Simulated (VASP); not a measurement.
A run of VASP 6.6.1 is set up as follows.

File INCAR:

```
SYSTEM = Ta
AGGAC = 1.0 ; AGGAX = 1.0
ALDAC = 0.0 ; ALDAX = 1.0
ALGO = Normal ; EDIFF = 1E-6
ENCUT = 520 ; GGA = B5
ISIF = 2 ; ISMEAR = -1
LASPH = .True. ; LCHARG = .False.
LREAL = .False. ; LWAVE = .False.
NBANDS = 24 ; NELM = 60
PREC = Accurate ; SIGMA = 0.1
```

File KPOINTS:

```
k-points
0
Gamma
  8 8 13
  0 0 0
```

The input POSCAR:

```
Ta
1.0
    4.9215360451      0.0000000000      0.0000000000
   -2.4607680225      4.2621752407      0.0000000000
    0.0000000000      0.0000000000      2.7541138286
Ta
3
Direct
    1.0000000000      1.0000000000      0.0000000000
    0.3333333333      0.6666666667      0.5000000000
    0.6666666667      0.3333333333      0.5000000000
```

Potentials or basis: VASP PAW PBE potentials, release 64 (Ta_pv).

The run is started by

```console
$ cat potpaw_PBE.64/Ta_pv/POTCAR > POTCAR
$ mpirun -np 1 vasp_std > vasp.out
```

What does it give for the pressure?

0.8 GPa.

Predict the band gap on the k mesh.

none (metal or under the smearing width).

Stress tensor (GPa, compression positive):
```
0.89 0.00 0.00
0.00 0.89 0.00
0.00 0.00 0.48
```

Caveat: the PAW data sets were made with another functional, which shifts forces and pressure a little. The run has no spin-orbit coupling, so splittings on Ta are missing.
